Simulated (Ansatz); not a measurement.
## Pressure coefficients of NaH

```xyz
2
Lattice="0.0000 2.4156 2.4156 2.4156 0.0000 2.4156 2.4156 2.4156 0.0000" Properties=species:S:1:pos:R:3 pbc="T T T"
Na    0.0000    0.0000    0.0000
H     2.4156    2.4156    2.4156
```

The structure comes from a relaxation in the same program, started in the rocksalt type, and has space group Fm-3m. Whether it is a known phase or the ground state wasn't checked.

The calculation used DFT, PBE, all-electron LAPW, scalar-relativistic in Ansatz 0.2.0.

Numerical set-up: a Γ-centred 12×12×12 k mesh, Fermi–Dirac smearing of 0.08 eV, basis error target 0.5 meV/atom, no spin polarisation.

The cell is scaled evenly with fractional coordinates held. Semilocal gaps are too small, but their slopes carry over better.

```csv
V/V(cell),P (GPa),gap on the k mesh (eV)
0.9800,0.52,3.798
1.0000,0.03,3.764
1.0200,-0.41,3.731
1.0600,-1.19,3.668
```

Q: From the rows at 0.9800 and 1.0200, what is the bulk modulus at the cell's volume?

A: B = −ΔP/Δln V = −[(-0.41) − (0.52)]/0.04001 = 23.2 GPa.

Q: What are the gap's volume deformation potential and pressure coefficient?

A: dEg/dln V = (3.731 − 3.798)/0.04001 = -1.67 eV, and dEg/dP = −(dEg/dln V)/B = 72 meV/GPa: pressure widens the gap.

Q: Predict the row at V/V(cell) = 0.9405. How far is a linear estimate of P off?

A: P = 1.63 GPa, gap 3.868 eV. The linear estimate P(cell) − B ln(V/V(cell)) = 1.45 GPa misses by 0.18 GPa, since the modulus grows under compression.
